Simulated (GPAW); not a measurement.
The system is Zn.

```
CELL_PARAMETERS angstrom
2.67000 0.00000 0.00000
-1.33500 2.31229 0.00000
0.00000 0.00000 4.96600
ATOMIC_POSITIONS crystal
Zn 0.66667 0.33333 0.75000
Zn 0.33333 0.66667 0.25000
```

| Quantity | Value |
| --- | --- |
| Program | GPAW 26.7.0 |
| Task | relaxation of cell and atoms |
| Functional | LDA |
| Potentials or basis | the program's PAW data sets (release 1.2.1) made for this functional |
| Cutoff | 600 eV |
| Basis | pw |
| k mesh | 8 × 8 × 4 |
| Occupations | fermi-dirac, width 0.05 eV |
| Spin | no spin polarisation |

At the start: pressure -9.3 GPa; volume 15.33 Å³/atom.

How do energy, volume and symmetry change on relaxing?

Over 30 steps the energy falls by 88.8 meV/atom and the volume is 13.29 Å³/atom (-13.3 %); space group P6_3/mmc (No. 194, to 0.05 Å).

Step by step:
| step | energy change (eV) | largest force (eV/Å) | pressure (GPa) | volume (Å³) |
| --- | --- | --- | --- | --- |
| 1 | 0.0000 | 0.0000 | -9.31 | 30.66 |
| 2 | -0.0227 | 0.0000 | -8.59 | 30.25 |
| 3 | -0.0599 | 0.0000 | -7.04 | 29.49 |
| 4 | -0.0972 | 0.0000 | -4.50 | 28.47 |
| 5 | -0.1196 | 0.0001 | -0.93 | 27.33 |
| 6 | -0.1209 | 0.0000 | 3.15 | 26.27 |
| 7 | -0.1220 | 0.0000 | 3.01 | 26.30 |
| 8 | -0.1241 | 0.0000 | 2.74 | 26.35 |
| 9 | -0.1270 | 0.0000 | 2.35 | 26.42 |
| 10 | -0.1301 | 0.0000 | 1.86 | 26.51 |
| 11 | -0.1332 | 0.0000 | 1.29 | 26.62 |
| 12 | -0.1359 | 0.0000 | 0.66 | 26.73 |
| 13 | -0.1384 | 0.0000 | -0.03 | 26.85 |
| 14 | -0.1417 | 0.0000 | -0.80 | 26.96 |
| 15 | -0.1467 | 0.0000 | -1.51 | 27.05 |
| 16 | -0.1526 | 0.0000 | -1.94 | 27.11 |
| 17 | -0.1580 | 0.0000 | -2.00 | 27.11 |
| 18 | -0.1665 | 0.0000 | -1.68 | 27.03 |
| 19 | -0.1751 | 0.0000 | -1.13 | 26.87 |
| 20 | -0.1770 | 0.0000 | -0.19 | 26.63 |
| 21 | -0.1771 | 0.0000 | -0.18 | 26.63 |
| 22 | -0.1771 | 0.0000 | -0.17 | 26.63 |
| 23 | -0.1772 | 0.0000 | -0.15 | 26.62 |
| 24 | -0.1772 | 0.0000 | -0.13 | 26.62 |
| 25 | -0.1773 | 0.0000 | -0.11 | 26.61 |
| 26 | -0.1774 | 0.0000 | -0.08 | 26.60 |
| 27 | -0.1775 | 0.0000 | -0.05 | 26.60 |
| 28 | -0.1775 | 0.0000 | -0.01 | 26.59 |
| 29 | -0.1776 | 0.0000 | 0.03 | 26.58 |
| 30 | -0.1776 | 0.0000 | 0.06 | 26.57 |

Final structure:
```
CELL_PARAMETERS angstrom
2.64081 0.00000 0.00000
-1.32040 2.28701 0.00000
0.00000 0.00000 4.39984
ATOMIC_POSITIONS crystal
Zn 0.66667 0.33333 0.75000
Zn 0.33333 0.66667 0.25000
```

Caveat: later steps reuse the first step's grids; the volume moved by -13 % from the deposited cell, more than functionals usually miss.
